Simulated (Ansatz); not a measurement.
Is this BeS₄ stable against decomposition?

Theory: DFT PBE, scalar-relativistic, plane waves, PAW in Ansatz 0.2.0. All cells share a 420 eV cutoff and Γ-centred k meshes spaced at most about 0.3 Å⁻¹ (about 0.25 or finer for metals, 2π included). No spin polarisation.

Formation energies are uncorrected and refer to the elements' standard structures at the same level.

These are static total energies at zero pressure. Weakly bound directions are ill-defined at this level, which has no dispersion term (BeS4 P6/mmm). The reference form of S is held partly by dispersion forces, which this level lacks.

The competitors are the elements and 1 reference phase of this chemical system (from databases or known types: BeS), relaxed at the same level; other known phases may be missing.

The candidate was reached from: random cell.

```
CELL_PARAMETERS angstrom
5.09581 0.00000 0.00000
-2.54791 4.41310 0.00000
0.00000 0.00000 4.90527
ATOMIC_POSITIONS crystal
Be 0.00000 0.00000 0.00000
S 0.33333 0.66667 0.69563
S 0.33333 0.66667 0.30437
S 0.66667 0.33333 0.30437
S 0.66667 0.33333 0.69563
```

Question: Where does it stand against these competitors?

Answer: Not stable. Its formation energy is 0.724 eV/atom. The lowest competing mixture at this composition is this:

```csv
phase,space group,source,share of atoms,ΔE_f (eV/atom)
S,-,element,0.6000,-0.0011
BeS,F-43m (No. 216),COD,0.4000,-1.070
```

The lowest database cell of S (-0.0011) lies slightly below the reference, hence the non-zero entry.

The mixture lies at -0.429 eV/atom, and the candidate lies 1.15 eV/atom above it. The candidate matches no cell in the subsets of the Crystallography Open Database and the Materials Project at hand. A phase this far over the hull is unlikely to be made. It holds S–S pairs (shortest 1.92 Å).
